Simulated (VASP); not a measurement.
Na, 1 atom in the cell. It takes space group Im-3m (No. 229, cubic). The conventional cell has a = 4.235 Å, b = 4.235 Å, c = 4.235 Å, α = 90.00°, β = 90.00°, γ = 90.00°. Na (site symmetry m-3m) has 8 Na at 3.67 Å as nearest neighbours. 

- Program: VASP 6.6.1
- Task: single point
- Functional: PBEsol
- Potentials or basis: VASP PAW PBE potentials, release 64 (Na_pv)
- Cutoff: 520 eV
- k mesh: 14 × 14 × 14
- Occupations: gaussian, width 0.1 eV
- Spin: no spin polarisation
- Further INCAR settings: ALGO = Fast; EDIFF = 1e-06; NBANDS = 10

Potentials or basis: VASP PAW PBE potentials, release 64 (Na_pv).

Command:

```bash
$ cat potpaw_PBE.64/Na_pv/POTCAR > POTCAR
$ mpirun -np 1 vasp_std > vasp.out
```

Hardware: 1 thread of Intel(R) Xeon(R) Platinum 8375C CPU @ 2.90GHz (Ice Lake), with other jobs on the host.

Q: How long does it take, and how much memory?

A: It took 24 s on 1 thread of Intel(R) Xeon(R) Platinum 8375C CPU @ 2.90GHz (Ice Lake), with other jobs on the host, peak memory 0.16 GiB. Counts: scf iterations 13, k points 104.
